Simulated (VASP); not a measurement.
## GaAs: relaxation of cell and atoms with PBE

Crystal: GaAs.

```
Ga As
1.0
     0.00000    2.82685    2.82685
     2.82685    0.00000    2.82685
     2.82685    2.82685    0.00000
Ga As
1 1
Direct
  0.00000 0.00000 0.00000
  0.25000 0.25000 0.25000
```

```yaml
Program: VASP 6.6.1
Task: relaxation of cell and atoms
Functional: PBE
Potentials_or_basis: VASP PAW PBE potentials, release 64 (Ga_d, As)
Cutoff: 520 eV
k_mesh: 6 × 6 × 6
Occupations: gaussian, width 0.02 eV
Spin: no spin polarisation
Further_INCAR_settings: ALGO = Fast; EDIFF = 1e-07; IBRION = 2; EDIFFG = -0.002; NSW = 80; ISIF = 3
```

```
Relaxed volume                         : 23.76 Å³/atom
Relaxed cell                           : a = 4.065 Å, b = 4.065 Å, c = 4.065 Å, α = 60.00°, β = 60.00°, γ = 60.00°
Space group after relaxing (to 0.05 Å) : F-43m (No. 216)
Energy gained by relaxing              : 11.9 meV/atom
Ionic steps                            : 3
Pressure after relaxing                : 0.0 GPa
Band gap on the k mesh                 : 0.14 eV, direct
```

The path:
| step | energy change (eV) | largest force (eV/Å) | pressure (GPa) | volume (Å³) |
| --- | --- | --- | --- | --- |
| 1 | 0.0000 | 0.0000 | 3.45 | 45.18 |
| 2 | -0.0206 | 0.0000 | -1.02 | 48.43 |
| 3 | -0.0239 | 0.0000 | 0.01 | 47.51 |

Final structure:
```
Ga As
1.0
     0.00000    2.87474    2.87474
     2.87474    0.00000    2.87474
     2.87474    2.87474    0.00000
Ga As
1 1
Direct
  0.00000 0.00000 0.00000
  0.25000 0.25000 0.25000
```

Levels at points of the mesh, in eV from the valence-band top:
```tsv
k point	band 7	band 8	band 9	band 10	band 11	band 12
(0.00, 0.00, 0.00)	0.00	0.00	0.00	0.14	3.71	3.71
(0.50, 0.00, 0.00)	-6.38	-1.07	-1.07	0.86	4.61	4.61
(0.50, 0.50, 0.00)	-6.60	-2.51	-2.51	1.55	1.67	9.77
```

Run time: 22 s on 1 thread of Intel(R) Xeon(R) Platinum 8488C (Sapphire Rapids), on a shared host, peak memory 0.17 GiB.

A hybrid or GW would open this gap; PBE tends to underestimate it. Zero-point motion and thermal expansion aren't in these numbers.
